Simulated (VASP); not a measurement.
Write the native input for VASP 6.6.1 that does the following.

| Property | Result |
| --- | --- |
| Task | Born charges and dielectric tensor |
| Functional | PBE |
| Potentials or basis | VASP PAW PBE potentials, release 64 (Be, Te) |
| Cutoff | 520 eV |
| k mesh | 7 × 7 × 7 |
| Occupations | gaussian, width 0.02 eV |
| Spin | no spin polarisation |
| Further INCAR settings | ALGO = Normal; EDIFF = 1e-08; IBRION = 8 |

The structure of BeTe lies in POSCAR:

```
BeTe
1.0
    0.0000000000      2.8342600000      2.8342600000
    2.8342600000      0.0000000000      2.8342600000
    2.8342600000      2.8342600000      0.0000000000
Be Te
1 1
Direct
    0.0000000000      0.0000000000      0.0000000000
    0.7500000000      0.7500000000      0.7500000000
```

The cell was built by a generator and needn't be a form met in nature.

One way to write it, as run:

INCAR

```
  PREC = Accurate
  ENCUT = 520
  EDIFF = 1E-8
  ISMEAR = 0
  SIGMA = 0.02
  LREAL = False
  LASPH = True
  NELM = 100
  ALGO = Normal
  ISIF = 2
  LWAVE = False
  LCHARG = False
  GGA = PE
  LEPSILON = True
  IBRION = 8
  KPAR = 2
```

KPOINTS

```
Automatic mesh
0
Gamma
  7 7 7
```

Potentials or basis: VASP PAW PBE potentials, release 64 (Be, Te).

Launch:

```sh
$ cat potpaw_PBE.64/Be/POTCAR potpaw_PBE.64/Te/POTCAR > POTCAR
$ mpirun -np 2 vasp_std > vasp.out
```

It gave:

```yaml
Band_gap_on_the_k_mesh: 2.07 eV, indirect (least direct gap 3.63 eV)
Electronic_dielectric_tensor_diagonal: 7.67
Born_charges_mean_of_the_diagonal: Be +1.39; Te -1.39 e
Highest_phonon_frequency_at_Γ_LO-TO_splitting_left_out: 455 cm⁻¹
```

Caveat: spin-orbit coupling is left out, which moves the levels of the heavy elements; an odd mesh through Γ misses points on the zone boundary, where band edges often lie.

It took 85 s on 2 MPI ranks on Intel(R) Xeon(R) Platinum 8488C (Sapphire Rapids), on a shared host, peak memory 0.22 GiB a rank.
